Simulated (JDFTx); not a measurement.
**Moving the functional in SiC**

It takes space group P6_3mc (No. 186, hexagonal). Conventional cell: a = 3.076 Å, b = 3.076 Å, c = 5.048 Å, α = 90.00°, β = 90.00°, γ = 120.00°. Si (site symmetry 3m) is surrounded by 4 C at 1.87 to 1.94 Å. C (site symmetry 3m) is surrounded by 4 Si at 1.87 to 1.94 Å.

Kept alike: task single point; k mesh 5 × 5 × 2; occupations fermi-dirac, width 0.05 eV; no spin polarisation. Program: JDFTx, SG15-PBE-1.2 with smoothed tails, cutoff 1361 eV. The mesh is that of the run's cell of 4 atoms. No spin-orbit coupling.

| functional | pressure (GPa) |
| --- | --- |
| LDA | 3.26 |
| PBEsol | 3.16 |
| r2SCAN | 1.67 |

The k mesh is coarse, so the values aren't converged. Pressure is positive in compression; the values hold the error of the finite cutoff, so their zero can differ a little from the energy's minimum. A pressure under LDA's (r2SCAN) is unusual; the cause wasn't traced. All rows use potentials made for PBE.

**Question.** What does the functional change here?

**Answer.** The pressure runs from 1.67 (r2SCAN) to 3.26 GPa (LDA).
